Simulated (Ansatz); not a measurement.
Al:

```
Al
1.0
     0.00000    2.02481    2.02481
     2.02481    0.00000    2.02481
     2.02481    2.02481    0.00000
Al
1
Direct
  0.00000 0.00000 0.00000
```

```yaml
Program: Ansatz 0.2.0
Task: relaxation of cell and atoms
Functional: m-r2SCAN
Potentials_or_basis: Ansatz PAW
Cutoff: "500 eV (not typed: the program's choice for these potentials)"
k_mesh: 11 × 11 × 11
Occupations: fermi-dirac, width 0.05 eV
Spin: no spin polarisation
```

At the start: volume 16.60 Å³/atom.

Q: Where does the relaxation end?

A: It ends after 5 steps and the volume is 15.95 Å³/atom (-3.9 %); space group Fm-3m (No. 225, to 0.05 Å).

Step by step:
```csv
step,energy change (eV),largest force (eV/Å),volume (Å³)
1,0.0000,0.0000,16.60
2,-0.0066,0.0000,15.79
3,-0.0071,0.0000,15.96
4,-0.0071,0.0000,15.95
5,-0.0071,0.0000,15.95
```

Final structure:
```cif
data_structure
_symmetry_space_group_name_H-M 'P 1'
_symmetry_Int_Tables_number 1
_cell_length_a 2.8255
_cell_length_b 2.8255
_cell_length_c 2.8255
_cell_angle_alpha 60.000
_cell_angle_beta 60.000
_cell_angle_gamma 60.000
_cell_volume 15.95
loop_
_atom_site_label
_atom_site_type_symbol
_atom_site_fract_x
_atom_site_fract_y
_atom_site_fract_z
_atom_site_occupancy
Al1 Al 0.00000 0.00000 0.00000 1
```

The cell as given is a measured one (16.60 Å³/atom); m-r2SCAN puts the equilibrium volume -3.9 % from it, thermal expansion not counted.

Caveat: the plane-wave basis is chosen anew once the cell has moved, so the energies of steps on either side of that aren't comparable; the PAW data sets come from PBE, with cores solved anew for the run's functional, which leaves a small shift of forces and pressure.
